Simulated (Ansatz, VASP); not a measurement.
# HfB in VASP and in Ansatz

```xyz
2
Lattice="0.0000 2.4169 2.4169 2.3323 0.0000 2.4169 2.3323 2.4169 0.0000" Properties=species:S:1:pos:R:3 pbc="T T T"
Hf    2.3357    2.4169    2.4169
B    -0.0569    0.0000    0.0000
```

Change from the starting cell: mode 4 frozen in at -0.059 Å, normal strain along x -0.0350.

Alike in both runs: task single point; functional PBE; k mesh 16 × 16 × 16; occupations gaussian, width 0.15 eV; no spin polarisation.

```csv
,VASP,Ansatz
version,VASP 6.6.1,Ansatz 0.2.0
potentials or method,"VASP PAW PBE potentials, release 64 (Hf_pv, B)","scalar-relativistic, plane waves, PAW"
plane-wave cutoff (eV),520,520
valence electrons in the cell,13,29
```

Ansatz gave:

| Item | Value |
| --- | --- |
| gap on the k mesh at the Fermi level (eV) | none |
| pressure (GPa) | 7.1 |
| largest component of the traceless stress (GPa) | 9.84 |
| rms of the force components (eV/Å) | 0.393 |

Estimate VASP's values.

gap on the k mesh at the Fermi level (eV): none; pressure (GPa): 7.4; largest component of the traceless stress (GPa): 9.97; rms of the force components (eV/Å): 0.394.

Atom by atom the forces differ by 0.001 eV/Å (rms over components). A gap of «none» marks a metal or a gap that the smearing closes. The two sets of potentials don't hold the same shells in valence.

The runs have no spin-orbit coupling, so splittings on Hf are missing.
